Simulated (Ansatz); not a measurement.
## 6 guesses for Bi2Se3 and where they end

The calculation used Ansatz 0.2.0, DFT PBE, scalar-relativistic, plane waves, PAW. All cells share a 420 eV cutoff and Γ-centred k meshes spaced at most about 0.3 Å⁻¹ (about 0.25 or finer for metals, 2π included). No spin polarisation in the final relaxations.

Each guess was relaxed in cell and atoms at zero pressure, within the symmetry of its start. All energies are static (0 K, no zero-point motion). Coordination counts Se atoms around Bi (those within 1.25 times the shortest such distance or 1.15 times the sum of covalent radii, 1.27 where that leaves under three; a slash parts the counts of unlike sites).

| guess | made from | start group | V start (Å³/atom) | end group | V end (Å³/atom) | coordination at the end | gap on mesh (eV) | E over the lowest end (meV/atom) |
| --- | --- | --- | --- | --- | --- | --- | --- | --- |
| 1 | random cell | P-6m2 | 31.5 | P-6m2 | 34.3 | Bi 6 | 0.56 | 15 |
| 2 | random cell | P4mm | 34.9 | P4mm | 29.4 | Bi 4/5 | 0 | 447 |
| 3 | random cell | I4/mmm | 29.7 | I4/mmm | 30.9 | Bi 2 | 0 | 563 |
| 4 | random cell | P4/mmm | 28.0 | P4/mmm | 37.3 | Bi 2/4 | 0 | 803 |
| 5 | a cell as deposited in COD | R-3m | 28.4 | R-3m (tetradymite) | 31.7 | Bi 6 | 0.69 | 0 |
| 6 | random cell | I4mm | 29.0 | ? | ? | ? | ? | ? |

Guess 6 as it starts:

```
Bi Se
1.0
    -2.85248    2.85248    4.46178
     2.85248   -2.85248    4.46178
     2.85248    2.85248   -4.46178
Bi Se
2 3
Direct
  0.41449 0.91449 0.50000
  0.91449 0.41449 0.50000
  0.63859 0.13859 0.50000
  0.13859 0.63859 0.50000
  0.13495 0.13495 0.00000
```

Task: Predict the end of this guess and its energy over the lowest end.

Result: It ends in space group I4mm (No. 107), with a = 5.079 Å, c = 12.542 Å, 32.4 Å³/atom and no gap. It lies 0.53 eV/atom over the lowest end, above guess 2 and below guess 3. Counting Se atoms around Bi, this end has Bi 1 and the lowest (guess 5) has Bi 6. This end holds Se–Se nets (shortest 2.58 Å); in the lowest (guess 5) the shortest Se–Se distance is 4.17 Å.

```yaml
crystal:
  lattice:
    - [-2.53956, 2.53956, 6.27101]
    - [2.53956, -2.53956, 6.27101]
    - [2.53956, 2.53956, -6.27101]
  atoms:
    - { symbol: Bi, position: [0.41218, 0.91218, 0.50000] }
    - { symbol: Bi, position: [0.91218, 0.41218, 0.50000] }
    - { symbol: Se, position: [0.62654, 0.12654, 0.50000] }
    - { symbol: Se, position: [0.12654, 0.62654, 0.50000] }
    - { symbol: Se, position: [0.16366, 0.16366, 0.00000] }
```

The zero of energy is the elements' standard structures at the same level; no fitted shifts are applied.

Task: Is the lowest end bound against the elements?

Result: Yes: its formation energy is −0.391 eV/atom. A negative formation energy is needed for stability but isn't enough: competing phases decide.

No dispersion correction is applied, so the spacing and binding between layers, chains or molecules are poorly described (R-3m, P-6m2, P4mm, I4mm), and this can change margins and order among such cells. These runs have no spin–orbit coupling, which can matter for Bi. Kohn–Sham gaps at this level usually fall short of measured ones. The missing spin–orbit coupling can work the other way here. The reference form of Se is held partly by dispersion forces, which this level lacks. Cells relaxed within their symmetry can be saddle points. Some structure types and database cells were kept out of the candidates from the start, so a known form may be missing.
